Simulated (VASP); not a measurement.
**Al under changes of volume**

One of the cells (16.688 Å³/atom); the others are scaled copies at fixed shape and fractional positions:

```xyz
1
Lattice="-1.6098 1.6098 1.6098 1.6098 -1.6098 1.6098 1.6098 1.6098 -1.6098" Properties=species:S:1:pos:R:3 pbc="T T T"
Al    0.0000    0.0000    0.0000
```

This isn't the form of Al at room conditions, which is fcc.

| Quantity | Value |
| --- | --- |
| Program | VASP 6.6.1 |
| Functional | PBEsol |
| Potentials or basis | VASP PAW PBE potentials, release 64 (Al) |
| Cutoff | 520 eV |
| k mesh | 10 × 10 × 10 |
| Occupations | fermi-dirac, width 0.05 eV |
| Spin | no spin polarisation |

```csv
volume (Å³/atom),energy over the lowest point (meV/atom),pressure (GPa)
16.020,6.69,3.3
16.354,1.61,1.6
16.688,0.00,0.0
17.022,?,?
17.355,5.78,-2.7
```

What does the run at 17.022 Å³/atom give?

Energy over the lowest point 1.49 meV/atom; pressure -1.4 GPa.

Worked out: A Birch-Murnaghan fit of order 2 (a polynomial in V^(-2/3)) to the other rows has its minimum at 16.69 Å³/atom with B0 = V·E''(V) = 75 GPa. It gives 1.49 meV/atom at 17.022 Å³/atom, against the run's 1.49, and -dE/dV = -1.4 GPa, against -1.4.

Energies are extrapolated to zero smearing.

Caveats: the PAW data sets were made with another functional, which shifts forces and pressure a little.
